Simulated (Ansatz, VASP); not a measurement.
# GaSb: 3 runs at one level of theory

The starting cell:

```
Sb Ga
1.0
     0.00000    3.05900    3.05900
     3.05900    0.00000    3.05900
     3.05900    3.05900    0.00000
Sb Ga
1 1
Cartesian
  4.5885 4.5885 4.5885
  0.0000 0.0000 0.0000
```

Alike in all runs: task relaxation of cell and atoms; functional PBE; dispersion D3(BJ); k mesh 8 × 8 × 8; occupations fermi-dirac, width 0.05 eV; no spin polarisation; no spin-orbit coupling.

```json
{"program and potentials": "Ansatz, Ansatz PAW", "plane-wave cutoff (eV)": "420", "notes": "14 valence electrons an atom on average", "equilibrium volume (Å³/atom)": "28.79"}
{"program and potentials": "Ansatz, all-electron LAPW, scalar-relativistic", "plane-wave cutoff (eV)": "-", "notes": "-", "equilibrium volume (Å³/atom)": "28.79"}
{"program and potentials": "VASP, PBE PAW files Ga_d, Sb, 600 eV", "plane-wave cutoff (eV)": "600", "notes": "9 valence electrons an atom on average", "equilibrium volume (Å³/atom)": "28.84"}
```

The equilibrium volume spans 28.79 (Ansatz, Ansatz PAW) to 28.84 Å³/atom (VASP, PBE PAW files Ga_d, Sb, 600 eV), with all-electron results at 28.79. Relaxations stop with a little pressure left, so the last digit of a volume isn't settled.

The functional is the same throughout but for its coding, so the spread measures potentials, basis and numerics; runs on potential files found faulty are left out.
